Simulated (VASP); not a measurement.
Input of a VASP 6.6.1 run:

File POSCAR:

```
HfO2
1.0
    3.5580193300      0.0000000000      0.0000000000
    0.0000000000      3.5580193300      0.0000000000
    0.0000000000      0.0000000000      5.1718612100
Hf O
2 4
Direct
    0.0000000000      0.0000000000      0.0000000000
    0.5000000000      0.5000000000      0.5000000000
    0.0000000000      0.5000000000      0.1972078800
    0.5000000000      0.0000000000      0.3027921200
    0.5000000000      0.0000000000      0.8027921200
    0.0000000000      0.5000000000      0.6972078800
```

INCAR.step1

```
PREC = Accurate ; ENCUT = 520
EDIFF = 1E-6 ; ISMEAR = 0
SIGMA = 0.02 ; LREAL = False
LASPH = True ; NELM = 60
ALGO = Normal ; ISIF = 2
LWAVE = False ; LCHARG = True
LMAXMIX = 4 ; GGA = PS
NBANDS = 31 ; KPAR = 2
```

Contents of KPOINTS.step1:

```
regular mesh
0
Gamma
  8 8 6
```

INCAR.step2

```
PREC = Accurate ; ENCUT = 520
EDIFF = 1E-6 ; ISMEAR = 0
SIGMA = 0.05 ; LREAL = False
LASPH = True ; NELM = 60
ALGO = Normal ; ISIF = 2
LWAVE = False ; LCHARG = False
LMAXMIX = 4 ; GGA = PS
NBANDS = 31 ; ICHARG = 11
KPAR = 2
```

KPOINTS.step2

```
path GXMGZRAZ,XR,MA
15
line-mode
reciprocal
 0.0000000000  0.0000000000  0.0000000000  G
 0.0000000000  0.5000000000  0.0000000000  X

 0.0000000000  0.5000000000  0.0000000000  X
 0.5000000000  0.5000000000  0.0000000000  M

 0.5000000000  0.5000000000  0.0000000000  M
 0.0000000000  0.0000000000  0.0000000000  G

 0.0000000000  0.0000000000  0.0000000000  G
 0.0000000000  0.0000000000  0.5000000000  Z

 0.0000000000  0.0000000000  0.5000000000  Z
 0.0000000000  0.5000000000  0.5000000000  R

 0.0000000000  0.5000000000  0.5000000000  R
 0.5000000000  0.5000000000  0.5000000000  A

 0.5000000000  0.5000000000  0.5000000000  A
 0.0000000000  0.0000000000  0.5000000000  Z

 0.0000000000  0.5000000000  0.0000000000  X
 0.0000000000  0.5000000000  0.5000000000  R

 0.5000000000  0.5000000000  0.0000000000  M
 0.5000000000  0.5000000000  0.5000000000  A
```

Potentials or basis: VASP PAW PBE potentials, release 64 (Hf_pv, O).

Command:

```sh
$ cat potpaw_PBE.64/Hf_pv/POTCAR potpaw_PBE.64/O/POTCAR > POTCAR
$ cp INCAR.step1 INCAR
$ cp KPOINTS.step1 KPOINTS
$ mpirun -np 2 vasp_std > vasp.out
$ cp INCAR.step2 INCAR
$ cp KPOINTS.step2 KPOINTS
$ mpirun -np 2 vasp_std > vasp.out
```

**Question.** What does it give for the band gap along the path?

**Answer.** 4.63 eV, indirect (least direct gap 4.71 eV).

**Question.** Estimate the band gap on the k mesh.

**Answer.** 4.63 eV, indirect (least direct gap 4.71 eV).

Levels at the corners of the path, in eV from the valence-band top:
```csv
point,band 20,band 21,band 22,band 23,band 24,band 25
Γ,-0.12,-0.08,-0.08,4.63,4.66,5.92
X,-1.45,-0.14,-0.14,5.06,5.06,6.12
X,-1.45,-0.14,-0.14,5.06,5.06,6.12
M,-0.80,-0.56,-0.56,5.71,5.71,6.10
M,-0.80,-0.56,-0.56,5.71,5.71,6.10
Γ,-0.12,-0.08,-0.08,4.63,4.66,5.92
Γ,-0.12,-0.08,-0.08,4.63,4.66,5.92
Z,-0.62,0.00,0.00,5.33,5.33,5.64
Z,-0.62,0.00,0.00,5.33,5.33,5.64
R,-1.41,-0.96,-0.96,5.20,5.20,5.57
R,-1.41,-0.96,-0.96,5.20,5.20,5.57
A,-1.43,-0.05,-0.05,5.93,5.93,6.26
A,-1.43,-0.05,-0.05,5.93,5.93,6.26
Z,-0.62,0.00,0.00,5.33,5.33,5.64
X,-1.45,-0.14,-0.14,5.06,5.06,6.12
R,-1.41,-0.96,-0.96,5.20,5.20,5.57
M,-0.80,-0.56,-0.56,5.71,5.71,6.10
A,-1.43,-0.05,-0.05,5.93,5.93,6.26
```

Caveat: the log is that of the step along the path at fixed density, whose energy, stress, charges and moments have no meaning; spin-orbit coupling is left out, which moves the levels of the heavy elements. PBEsol gaps usually lie below the measured ones, often by a third to a half.
